The naive guess is that exact exchange acts in proportion. If a functional takes a quarter of its exchange from Hartree-Fock theory and the rest from a density functional, its gap for ZnS should lie a quarter of the way from the density-functional gap to the Hartree-Fock gap. With PBE at about 2.1 eV and Hartree-Fock (HF in the table) at about 10.2 eV, that puts such a hybrid at 4.1 eV.

VASP calculations of ZnS (F-43m, fixed 2-atom cell) with density functionals, hybrids and Hartree-Fock, without spin polarisation or spin-orbit coupling. Smearing is 0.05 eV wide, Gaussian for LDA, PBE, PBEsol, PW91 and revPBE and Fermi-Dirac for the other rows. The basis column gives the plane-wave cutoff, and gaps are read along a band path.

```
method      rung                            potentials   basis             k mesh  gap (eV)
   LDA       LDA  VASP PAW LDA potentials, recommended  520 eV  9x9x9 2-atom cell     1.889
  AM05       GGA  VASP PAW PBE potentials, recommended  520 eV  9x9x9 2-atom cell     2.101
   PBE       GGA         VASP PAW PBE potentials, hard  900 eV  9x9x9 2-atom cell     2.114
PBEsol       GGA  VASP PAW PBE potentials, recommended  520 eV  9x9x9 2-atom cell     1.978
  PW91       GGA  VASP PAW PBE potentials, recommended  520 eV  9x9x9 2-atom cell     2.102
  RPBE       GGA  VASP PAW PBE potentials, recommended  520 eV  9x9x9 2-atom cell     2.281
revPBE       GGA  VASP PAW PBE potentials, recommended  520 eV  9x9x9 2-atom cell     2.237
   LAK  meta-GGA  VASP PAW PBE potentials, recommended  520 eV  9x9x9 2-atom cell     3.170
    HF    hybrid  VASP PAW PBE potentials, recommended  520 eV  5x5x5 2-atom cell    10.229
 HSE03    hybrid  VASP PAW PBE potentials, recommended  520 eV  5x5x5 2-atom cell     3.124
HSEsol    hybrid  VASP PAW PBE potentials, recommended  520 eV  5x5x5 2-atom cell     3.202
 TPSSh    hybrid  VASP PAW PBE potentials, recommended  520 eV  5x5x5 2-atom cell     3.041
```

One label needs care. The table files Hartree-Fock under the hybrids, but it is full exact exchange without any correlation. The difference between Gaussian and Fermi-Dirac smearing is harmless at gaps this wide.

HSE03 and HSEsol both contain a quarter of exact exchange, and they come out at 3.1 and 3.2 eV. The guess is too high by about 1 eV for each. For TPSSh, which contains one tenth, the same guess is only 0.12 eV too low. What sets the two failures apart is screening: HSE03 and HSEsol use exact exchange at short range only, whereas TPSSh uses it at every distance. A usable rule therefore needs to know what the long-range part of exchange does to a gap.

Why exact exchange opens the gap

In a density-functional calculation an electron in an occupied state is repelled by the whole electron density, its own share included, and the approximate exchange of the functional makes up for this only in part. Exact exchange cancels the self-repulsion of occupied states in full and so lowers them. An empty state holds no electron and has no self-repulsion to cancel. The density functional nevertheless gives it the same attractive exchange potential as the occupied states. With exact exchange a good part of that attraction is lost, and the empty state rises. The calculations show both movements: from PBE to Hartree-Fock the valence top falls and the conduction bottom rises, so the gap widens from both sides.

In Hartree-Fock theory this happens at full strength. There is also no correlation, so the other electrons cannot respond to an added or removed charge and soften its energy. This is the well-known reason why Hartree-Fock gaps of solids are far too wide. A hybrid takes only a fraction of the effect, and to first order the gap should move by that same fraction.

What screening takes away

A screened hybrid splits the Coulomb interaction between two electrons at distance r into a short-range and a long-range part:

1/r = erfc(ωr)/r + erf(ωr)/r

Here ω is the screening parameter, an inverse length; a larger ω means that exact exchange is cut off at a shorter distance. It is 0.3 Å⁻¹ in HSE03 and 0.2 Å⁻¹ in HSEsol. Only the first part is treated with exact exchange, and the second is left to the density functional.

For distances well below 1/ω the long-range part hardly varies, and it can be replaced by its value at r = 0:

erf(ωr)/r ≈ 2ω/√π

This is a fair first step for an insulator, where exchange reaches only a short way even though the orbitals run through the whole crystal. Exchange with a constant interaction is simple enough to work out in the head. Different orbitals are orthogonal, so every exchange term between them vanishes, and only the term of an orbital with itself survives. Each occupied state is thus lowered by the full constant, and each empty state by zero. A density functional that stands in for this piece acts through one potential on occupied and empty states. For a constant interaction that potential is constant too, so it shifts all states alike and leaves the gap as it was.

Handing the long-range part to the density functional therefore costs the gap the full constant, times the fraction of exact exchange. With e² for the strength of the Coulomb interaction, the constant is

2e²ω/√π = 16.25 eV Å × ω

The factor contains only constants of nature and does not depend on the crystal.

The rule

Let a be the fraction of exact exchange. Then

gap ≈ E(PBE) + a × [E(HF) − E(PBE) − 16.25 eV Å × ω]

where E(PBE) and E(HF) are the gaps of those two rows. For ZnS, with the numbers rounded for use on paper and ω in Å⁻¹, this becomes

gap ≈ 2.1 + a × (8.1 − 16 ω) eV

The 8.1 eV is the distance from PBE to Hartree-Fock. The PBE and HF rows serve as anchors, so their own agreement is no test; the other rows had no part in setting the constants.

First worked row: HSE03, with a = 0.25 and ω = 0.3 Å⁻¹.

Screening term: 16 × 0.3 = 4.8 eV
What is left of the opening: 8.1 − 4.8 = 3.3 eV
The hybrid's share: 0.25 × 3.3 ≈ 0.8 eV
Estimated gap: 2.1 + 0.8 = 2.9 eV

The calculation gives 3.12 eV, so the estimate is 0.2 eV too low. In the rule, screening removes more than half of the hybrid's share of the Hartree-Fock opening; in the calculation, judged against proportional mixing, it is about half. This is why the unscreened guess went so far astray.

Second worked row: HSEsol, with the same a and ω = 0.2 Å⁻¹.

Screening term: 16 × 0.2 = 3.2 eV
What is left of the opening: 8.1 − 3.2 = 4.9 eV
The hybrid's share: 0.25 × 4.9 ≈ 1.2 eV
Estimated gap: 2.1 + 1.2 = 3.3 eV

The computed value is 3.20 eV, and this time the estimate is about 0.1 eV too high.

A test on a different level

The argument can be tested away from the gap. If long-range exchange lowers every occupied state by the same amount, the distance between two occupied levels should not notice the screening. A suitable pair is the valence top and the next level below it at Γ, the centre of the Brillouin zone. That lower level is the top of the Zn 3d shell by the established assignment, which is taken over here for Hartree-Fock as well.

The same calculations put the 3d level 5.8 eV below the valence top in PBE and 12.4 eV below it in Hartree-Fock. Going a quarter of the way, with no screening term at all, gives a depth of 7.5 eV. HSE03 and HSEsol have 7.3 and 7.5 eV. The plain proportional guess thus works for two occupied levels in the very functionals where it misses the gap by 1 eV. That is what the constant-shift picture predicts, and it makes the screening term more than a convenient correction.

How far the screening term can be trusted

The two worked rows err in opposite directions, which points to a fault in the rule: it reacts too strongly to ω. Measured from the density functional on which each hybrid is built, PBE for HSE03 and PBEsol for HSEsol, the computed opening grows by 0.21 eV between the two. The rule makes it grow by 0.44 eV, about twice as much.

Theory offers a reason. The long-range interaction is largest at r = 0 and falls off with distance, so replacing it by its value at the origin overstates what screening removes. The error grows quickly as ω rises and 1/ω approaches the distance over which an electron exchanges with its neighbours. Carried on to ω = 0.5 Å⁻¹, the rule would leave no opening at all, whereas real short-range exchange fades gradually. The formula should not be used beyond the 0.3 Å⁻¹ of HSE03, where it is already 0.2 eV low.

A very close hit deserves some suspicion too. If HSEsol is estimated from PBEsol instead of PBE, the miss shrinks to 0.03 eV. Overstated screening alone should leave the estimate too low, yet it comes out slightly too high, so another error probably offsets it. The hybrids and Hartree-Fock were also run on a coarser k mesh than the density functionals, and the PBE row alone has a harder sulfur potential and a higher cutoff, so hundredths of an eV carry no meaning in this comparison.

A shorter rule and its price

There is an even quicker recipe: take the PBE gap and add 1.0 eV for any of the three hybrids. That number is the average opening of these same three rows, and it reproduces them with a typical (root-mean-square) error of 0.07 eV, against 0.15 eV for the rule above. It works because two differences offset each other. TPSSh has less exact exchange but keeps all of it, while the other two have more and lose a good part to screening.

The recipe fails as soon as the fraction is changed freely. For full exact exchange it would give about 3.1 eV, some 7 eV below the Hartree-Fock row. It will do for a quick look at these three functionals, but the longer rule is the one to use when somebody proposes to tune a. For a change of ω it gives the right direction, but between the two screened hybrids it made the effect about twice too large.

Functionals without exact exchange

With a = 0 the rule simply returns the PBE gap. For LDA and the other GGAs this is a statement that they resemble PBE, and they do so to within about 0.2 eV. LDA lies lowest and RPBE highest. Their order holds for the one fixed cell used here. RPBE, for example, finds this cell compressed and would expand it if allowed to, which would lower its gap.

Over nine rows, that is, all except the two anchors and LAK, the typical error is 0.14 eV. The largest is 0.23 eV, for LDA. Six of these rows have no exact exchange and test only how closely they resemble PBE; over the three hybrids alone the typical error is 0.15 eV. An estimate from this rule is therefore good to about 0.2 eV, enough to tell a hybrid from a GGA but too coarse to rank the hybrids among themselves.

LAK is the plain exception. It has no exact exchange, so the rule gives 2.1 eV, but the calculation gives 3.17 eV, as wide as a screened hybrid. LAK is a meta-GGA: it depends on the kinetic-energy density of the orbitals as well as on the electron density. Its potential then acts differently on different orbitals, and such functionals can widen a gap by a route for which the rule has no term. The 3d level shows that LAK does not simply imitate exact exchange, for in LAK it stays 5.8 eV below the valence top, as in PBE, while in every row with exact exchange it sinks. Similar gaps in LAK and HSE03 thus hide different band structures. TPSSh is also built on a meta-GGA, TPSS, whose own gap is not in the table. The rule starts it from PBE instead, and part of its miss may come from there.

What the estimate is good for

The rule predicts what a functional will give, which is not yet the gap of the material. The measured gap of ZnS is roughly 3.7 eV, a rounded recalled value, and every row except Hartree-Fock falls short of it. For ZnS as a transparent layer in an optical or light-emitting device this matters directly. Taken at face value, a GGA gap near 2.1 eV would have the film absorb green and blue light, whereas the real film passes both. The hybrids put the edge at the violet end of the visible range, still too low but close enough for a first judgement of transparency.

The same reasoning carries over to neighbouring series. If the fraction is held at a quarter and the screening is gradually switched off, the gap climbs from the HSE03 value towards that of an unscreened hybrid, which for a given crystal is known to lie clearly higher. For zinc selenide, whose gap is smaller, both anchors have to be computed afresh, while the factor in front of ω stays the same. Selenium's valence orbitals are more spread out, however, so the constant-interaction step should begin to fail at a somewhat smaller ω.
